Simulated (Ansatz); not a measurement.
**SnO: start and end of a relaxation**

The guess for SnO is a distorted database cell: SnO type (P4/nmm) distorted into a subgroup (Pmmn, No. 59) (cell multiple 2; largest shift (Å) 0.95).

start.cif

```cif
data_structure
_symmetry_space_group_name_H-M 'P 1'
_symmetry_Int_Tables_number 1
_cell_length_a 3.7157
_cell_length_b 3.9543
_cell_length_c 4.7520
_cell_angle_alpha 90.000
_cell_angle_beta 90.000
_cell_angle_gamma 90.000
_cell_volume 69.82
loop_
_atom_site_label
_atom_site_type_symbol
_atom_site_fract_x
_atom_site_fract_y
_atom_site_fract_z
_atom_site_occupancy
Sn1 Sn 0.50000 0.00000 0.67169 1
Sn2 Sn 0.00000 0.50000 0.32831 1
O1 O 0.00000 0.00000 0.19644 1
O2 O 0.50000 0.50000 0.80356 1
```

The calculation used DFT PBE, scalar-relativistic, plane waves, PAW in Ansatz 0.2.0. Cutoff 420 eV, Gaussian smearing, Γ-centred meshes. Cell and atoms relax first on a coarse mesh and then on a converged one. In between, the cell is made exact in the group found at 0.06 Å. The steps can't lower the symmetry of their start. No spin polarisation.

end.cif

```cif
data_structure
_symmetry_space_group_name_H-M 'P 1'
_symmetry_Int_Tables_number 1
_cell_length_a 3.8527
_cell_length_b 3.8834
_cell_length_c 5.0693
_cell_angle_alpha 90.000
_cell_angle_beta 90.000
_cell_angle_gamma 90.000
_cell_volume 75.84
loop_
_atom_site_label
_atom_site_type_symbol
_atom_site_fract_x
_atom_site_fract_y
_atom_site_fract_z
_atom_site_occupancy
Sn1 Sn 0.50000 0.00000 0.77134 1
Sn2 Sn 0.00000 0.50000 0.22866 1
O1 O 0.00000 0.00000 0.00149 1
O2 O 0.50000 0.50000 0.99851 1
```

The symmetry stays Pmmn (No. 59). The volume per atom grows by 8.6 %, from 17.5 to 19.0 Å³. The shortest distance goes from 2.07 Å (Sn–O) to 2.25 Å (Sn–O). The energy falls by about 0.87 eV/atom (the start's value is from the coarse mesh). The end is written in a standard setting, so origin, axes and order of atoms can differ from the start's.

- Volume per atom: 19.0 Å³
- Density: 5.9 g/cm³
- Formation energy: −1.261 eV/atom
- Gap on the 10×10×8 mesh of the 4-atom cell: 0.50 eV

Formation energies are uncorrected and refer to the elements' standard structures at the same level (O₂ as a molecule). The references include grey tin. A negative formation energy is needed for stability but isn't enough: competing phases decide.

The last run used Gaussian smearing of 0.02 eV. Weakly bound directions are ill-defined at this level, which has no dispersion term. Kohn–Sham gaps at this level usually fall short of measured ones. Symmetry constrained the relaxation, so the result can be a saddle point. In all, the 3 runs took 94 s on 1 thread of Intel(R) Xeon(R) 6975P-C (Granite Rapids), with other jobs on the host.
